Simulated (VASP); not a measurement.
All values below come from r2SCAN meta-GGA, VASP's PBE PAW potentials (set 64) (plane waves; VASP 6.6.1).

Input for VASP

**KPOINTS**
```
Automatic mesh
0
gamma
 8 8 8
0 0 0
```

### INCAR
```
LCHARG=.FALSE.
LREAL=.FALSE.   # projection in real space or not
ISMEAR=0   # Gaussian
SIGMA=0.05
ALGO=Normal
LASPH=.TRUE.   # aspherical one-centre terms
EDIFF=1E-7   # SCF stop (eV)
NELM=100
LMIXTAU=.TRUE.
METAGGA=R2SCAN
LWAVE=.FALSE.
PREC=Accurate
SYSTEM=LiI
ISIF=2   # forces and stress, cell fixed
ENCUT=520   # plane-wave cut-off (eV)
LMAXMIX=4
```

File POSCAR:
```
LiI
1
    0.0000000000     2.9673356239     2.9673356239
    2.9673356239     0.0000000000     2.9673356239
    2.9673356239     2.9673356239     0.0000000000
Li I
1 1
Direct
  1.0000000000   0.0000000000   0.0000000000
  0.5000000000   0.5000000000   0.5000000000
```

POTCAR, in this order: Li_sv I (PBE.64 set). Program: vasp_std.

The run wrote:

File OUTCAR:
```
 ion  position               nearest neighbor table
   1  0.000  0.000  0.000-   2 2.97   2 2.97   2 2.97   2 2.97   2 2.97   2 2.97
   2  0.500  0.500  0.500-   1 2.97   1 2.97   1 2.97   1 2.97   1 2.97   1 2.97
  LATTYP: Found a face centered cubic cell.
 ALAT       =     5.9346712478
 Subroutine PRICEL returns:
 Original cell was already a primitive cell.
 Subroutine GETGRP returns: Found 48 space group operations
The static configuration has the point symmetry O_h .
The dynamic configuration has the point symmetry O_h .
 Subroutine INISYM returns: Found 48 space group operations
 Subroutine IBZKPT returns following result:
 Found     29 irreducible k-points:

 Following reciprocal coordinates:
            Coordinates               Weight
  0.000000  0.000000  0.000000      1.000000
  0.125000  0.000000  0.000000      8.000000
  0.250000  0.000000  0.000000      8.000000
  0.375000  0.000000  0.000000      8.000000
  0.500000  0.000000  0.000000      4.000000
  0.125000  0.125000  0.000000      6.000000
  0.250000  0.125000  0.000000     24.000000
  0.375000  0.125000  0.000000     24.000000
  0.500000  0.125000  0.000000     24.000000
 -0.375000  0.125000  0.000000     24.000000
 -0.250000  0.125000  0.000000     24.000000
 -0.125000  0.125000  0.000000     12.000000
  0.250000  0.250000  0.000000      6.000000
  0.375000  0.250000  0.000000     24.000000
  0.500000  0.250000  0.000000     24.000000
 -0.375000  0.250000  0.000000     24.000000
 -0.250000  0.250000  0.000000     12.000000
  0.375000  0.375000  0.000000      6.000000
  0.500000  0.375000  0.000000     24.000000
 -0.375000  0.375000  0.000000     12.000000
  0.500000  0.500000  0.000000      3.000000
  0.375000  0.250000  0.125000     24.000000
  0.500000  0.250000  0.125000     48.000000
 -0.375000  0.250000  0.125000     24.000000
...
```

File OSZICAR:
```
       N       E                     dE             d eps       ncg     rms          rms(c)
DAV:   1     0.137742439219E+02    0.13774E+02   -0.37389E+03   522   0.101E+03
DAV:   2    -0.290419740208E+02   -0.42816E+02   -0.41073E+02   703   0.140E+02
DAV:   3    -0.309758662750E+02   -0.19339E+01   -0.19323E+01   686   0.338E+01
DAV:   4    -0.310344345767E+02   -0.58568E-01   -0.58525E-01   803   0.617E+00
DAV:   5    -0.310351018972E+02   -0.66732E-03   -0.66727E-03   743   0.626E-01    0.277E+00
DAV:   6    -0.296362220491E+02    0.13989E+01   -0.32604E-01   726   0.485E+00    0.238E+00
DAV:   7    -0.297153901051E+02   -0.79168E-01   -0.14055E-01   565   0.393E+00    0.260E-01
DAV:   8    -0.298204232710E+02   -0.10503E+00   -0.19322E-01   557   0.388E+00    0.216E-01
DAV:   9    -0.295918801234E+02    0.22854E+00   -0.62507E-02   538   0.321E+00    0.256E-01
DAV:  10    -0.295789301771E+02    0.12950E-01   -0.55283E-03   600   0.101E+00    0.197E-01
DAV:  11    -0.296893344199E+02   -0.11040E+00   -0.42045E-02   536   0.275E+00    0.211E-01
DAV:  12    -0.296896346642E+02   -0.30024E-03   -0.10979E-02   526   0.143E+00    0.127E-01
DAV:  13    -0.296948317280E+02   -0.51971E-02   -0.30659E-03   535   0.718E-01    0.712E-02
DAV:  14    -0.296948459691E+02   -0.14241E-04   -0.23335E-05   786   0.559E-02    0.615E-02
DAV:  15    -0.296950793808E+02   -0.23341E-03   -0.55255E-05   547   0.106E-01    0.712E-02
DAV:  16    -0.296950099559E+02    0.69425E-04   -0.63734E-05   530   0.113E-01    0.860E-02
DAV:  17    -0.296950455016E+02   -0.35546E-04   -0.96270E-06   588   0.534E-02    0.815E-02
DAV:  18    -0.296950541364E+02   -0.86348E-05   -0.41477E-06   533   0.313E-02    0.750E-02
DAV:  19    -0.296950562765E+02   -0.21402E-05   -0.24558E-06   580   0.236E-02    0.693E-02
DAV:  20    -0.296950565834E+02   -0.30686E-06   -0.19850E-07   726   0.612E-03    0.665E-02
DAV:  21    -0.296950541219E+02    0.24615E-05   -0.14196E-06   528   0.162E-02    0.528E-02
DAV:  22    -0.296950562810E+02   -0.21591E-05   -0.82538E-07   528   0.119E-02    0.471E-02
DAV:  23    -0.296950577338E+02   -0.14527E-05   -0.23458E-07   525   0.815E-03    0.442E-02
DAV:  24    -0.296950558910E+02    0.18428E-05   -0.22248E-07   530   0.666E-03    0.420E-02
DAV:  25    -0.296950556899E+02    0.20117E-06   -0.83542E-07   525   0.136E-02    0.339E-02
DAV:  26    -0.296950599494E+02   -0.42595E-05   -0.34321E-07   538   0.564E-03    0.267E-02
DAV:  27    -0.296950689526E+02   -0.90032E-05   -0.22164E-06   525   0.120E-02    0.786E-03
DAV:  28    -0.296950708512E+02   -0.18986E-05   -0.86103E-07   544   0.109E-02    0.812E-04
DAV:  29    -0.296950712455E+02   -0.39427E-06   -0.80420E-08   382   0.363E-03    0.114E-03
DAV:  30    -0.296950712538E+02   -0.83141E-08   -0.11406E-08   266   0.126E-03
   1 F= -.29695071E+02 E0= -.29695071E+02  d E =-.441982E-20
```

**OUTCAR**
```
------------------------ aborting loop because EDIFF is reached ----------------------------------------
  FORCE on cell =-STRESS in cart. coord.  units (eV):
  Direction    XX          YY          ZZ          XY          YZ          ZX
  --------------------------------------------------------------------------------------
  Total        0.2170784      0.2170784      0.2170784      0.0000000     -0.0000000     -0.0000000
  in kB        6.6557534      6.6557534      6.6557534      0.0000000     -0.0000000     -0.0000000
  external PRESSURE =       6.6557534 kB  Pullay stress =       0.0000000 kB
  volume of cell :       52.26
      direct lattice vectors                 reciprocal lattice vectors
     0.000000000  2.967335624  2.967335624    -0.168501330  0.168501330  0.168501330
     2.967335624  0.000000000  2.967335624     0.168501330 -0.168501330  0.168501330
     2.967335624  2.967335624  0.000000000     0.168501330  0.168501330 -0.168501330
 POSITION                                       TOTAL-FORCE (eV/Angst)
 -----------------------------------------------------------------------------------
      0.00000      0.00000      0.00000         0.000000     -0.000000     -0.000000
      2.96734      2.96734      2.96734        -0.000000      0.000000      0.000000
 -----------------------------------------------------------------------------------
    total drift:                                0.000000     -0.000000      0.000000
  FREE ENERGIE OF THE ION-ELECTRON SYSTEM (eV)
  ---------------------------------------------------
  free  energy   TOTEN  =       -29.6950712538 eV

  energy  without entropy=      -29.6950712538  energy(sigma->0) =      -29.69507125
```
(Selected blocks of OUTCAR.)

The compound is LiI in the rock salt structure. This cell is one point of a volume scan, at 0.97 of the reference volume.
